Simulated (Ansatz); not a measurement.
## P: stable or not

The cell was found from a structure generator's guess, not taken from experiment.

These are results of Ansatz, DFT PBE, scalar-relativistic, plane waves, PAW, not measurements. Plane waves to 420 eV, a 22×22×22 mesh through Γ for the 1-atom cell and 0.10 eV Gaussian smearing; no spin polarisation.

Space group Pm-3m (No. 221). a = 2.444 Å, b = 2.444 Å, c = 2.444 Å, α = 90.00°, β = 90.00°, γ = 90.00°
```tsv
atom	site	symmetry	x	y	z
P	1a	m-3m	0.0000	0.0000	0.0000
```

Energies count from the standard state of P at the same level. The references include black phosphorus.

Question: These tests were run: phonons on a 4×4×4 q mesh; elastic tensor. What do they show?

Answer:

```
                     test                             result
phonons on a 4×4×4 q mesh  imaginary modes down to 238i cm⁻¹
           elastic tensor            least eigenvalue 64 GPa
```

It fails one test: phonons on a 4×4×4 q mesh. So it isn't even a local minimum.

The reference form of P is held partly by dispersion forces, which this level lacks. The run for the phonons used a 24×24×24 k mesh and Fermi–Dirac smearing of 0.15 eV. The run for the elastic tensor used a 24×24×24 k mesh and Fermi–Dirac smearing of 0.15 eV.
